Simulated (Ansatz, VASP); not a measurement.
**One calculation of GaSb, two programs**

The input INCAR:

```
SYSTEM = GaSb
PREC = Accurate
ENCUT = 520
EDIFF = 1E-6
ISMEAR = -1
SIGMA = 0.05
LREAL = .False.
LASPH = .True.
NELM = 80
ALGO = Normal
ISIF = 2
LWAVE = .False.
LCHARG = .False.
GGA = CA
NBANDS = 16
```

File KPOINTS:

```
regular mesh
0
Gamma
  10 10 10
  0 0 0
```

Contents of POSCAR:

```
GaSb
1.0
   -1.5559010000      2.6750030000      2.8933130000
    1.5559010000     -2.6750030000      2.8933130000
    1.5559010000      2.6750030000     -2.8933130000
Sb Ga
1 1
Direct
    0.5000000000      0.5000000000      0.0000000000
    0.0000000000      0.0000000000      0.0000000000
```

File input.yaml:

```yaml
crystal:
  lattice:
    - [-1.555901, 2.675003, 2.893313]
    - [1.555901, -2.675003, 2.893313]
    - [1.555901, 2.675003, -2.893313]
  atoms:
    - { symbol: Sb, position: [0.5, 0.5, 0.0] }
    - { symbol: Ga, position: [0.0, 0.0, 0.0] }
kpoints:
  mp_grid: { grid: [10, 10, 10] }
scf:
  occupations: { method: fermi_dirac, width: 0.05 }
hamiltonian:
  xc: lda
  pseudopotentials: { kind: all_electron, lapw: { basis_error: 0.001 } }
output:
  forces: true
  stress: true
  eigenvalues: true
```

Alike in both runs: task single point; functional LDA; k mesh 10 × 10 × 10; occupations fermi-dirac, width 0.05 eV; no spin polarisation.

|  | VASP | Ansatz |
| --- | --- | --- |
| version | VASP 6.6.1 | Ansatz 0.2.0 |
| potentials or method | VASP PAW LDA potentials, release 64 (Sb, Ga_d) | all-electron LAPW, scalar-relativistic |
| plane-wave cutoff (eV) | 520 | see its input |

|  | VASP | Ansatz | Ansatz less VASP |
| --- | --- | --- | --- |
| gap on the k mesh at the Fermi level (eV) | none | none | - |
| pressure (GPa) | -4.5 | -4.5 | 0.00 |
| largest component of the traceless stress (GPa) | 1.08 | 1.05 | -0.025 |

A gap of «none» marks a metal or a gap that the smearing closes. Ansatz ran all-electron here, so the differences hold the error of VASP's frozen core and of both bases.

Spin-orbit coupling is left out, which matters for the levels of Sb.
